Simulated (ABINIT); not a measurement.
BaZrO3:

```
Ba Zr O
1.0
     4.19134    0.00000    0.00000
     0.00000    4.19134    0.00000
     0.00000    0.00000    4.19134
Ba Zr O
1 1 3
Cartesian
  0.0000 0.0000 0.0000
  2.0957 2.0957 2.0957
  2.0957 2.0957 0.0000
  2.0957 0.0000 2.0957
  0.0000 2.0957 2.0957
```

Program: ABINIT 10.8.3 (patched build). Alike in all runs: potentials or basis JTH PAW PBE v2.0; no spin polarisation; cell as given; smearing fermi-dirac 0.05 eV.

Problem. Order these runs on this cell by their band gap on the k mesh, lowest first.
A. level PBE; k mesh 2 × 2 × 2; cutoff (eV) 626; fine-grid cutoff 1224.51 eV; mesh quality coarse
B. level PBE; k mesh 6 × 6 × 6; cutoff (eV) 626; fine-grid cutoff 1224.51 eV; mesh quality not flagged
C. level r2SCAN; k mesh 2 × 2 × 2; cutoff (eV) 762; fine-grid cutoff 1360.57 eV; mesh quality coarse

Solution. A (2.99 eV), B (3.20 eV), C (3.51 eV).

Caveats: some runs use coarse meshes; this set's barium file shifts pressures by 1.5 GPa and gaps by 0.1 eV against other sets; spin-orbit coupling is left out, which moves the levels of the heavy elements.

A k mesh can miss the band edges.
